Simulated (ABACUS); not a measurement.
Runs of ABACUS 3.10.1 on CdTe. The structure is cubic, space group F-43m (No. 216). The conventional cell has a = 6.410 Å, b = 6.410 Å, c = 6.410 Å, α = 90.00°, β = 90.00°, γ = 90.00°. Around Te (site symmetry -43m) lie 4 Cd at 2.78 Å. Around Cd (site symmetry -43m) lie 4 Te at 2.78 Å. 

```csv
level,share of exact exchange,screening of the exchange,threshold of the auxiliary basis,gap on the mesh (eV)
"HSE-type (share 0.4, screening 0.11/bohr)",0.4,0.11 1/bohr,0.001,2.46
PBE,-,-,-,(a)
"HSE-type (share 0.25, screening 0.11/bohr)",0.25,0.11 1/bohr,0.001,1.82
"HSE-type (share 0.1, screening 0.11/bohr)",0.1,0.11 1/bohr,0.001,1.22
```

Alike in all rows: task single point; potentials or basis SG15 ONCV 1.2 PBE, DZP LCAO (the cutoffs set its grid); no spin polarisation; cell as given; k mesh 3 × 3 × 3; cutoff (eV) 1401; smearing fermi-dirac 0.05 eV; the mesh is coarse, so values aren't converged.

Problem. Estimate the missing entries.

Solution. (a) 0.92.

Caveats: all runs use coarse meshes; the atomic orbitals were generated for these runs and aren't a published set; spin-orbit coupling is left out, which moves the levels of the heavy elements; the basis of atomic orbitals isn't converged, which shifts pressures, moduli and gaps; gaps of hybrids in this basis differ from plane-wave ones by up to 0.1 eV (some runs).

A k mesh can miss the band edges, and the runs leave out spin-orbit coupling on Cd, Te.
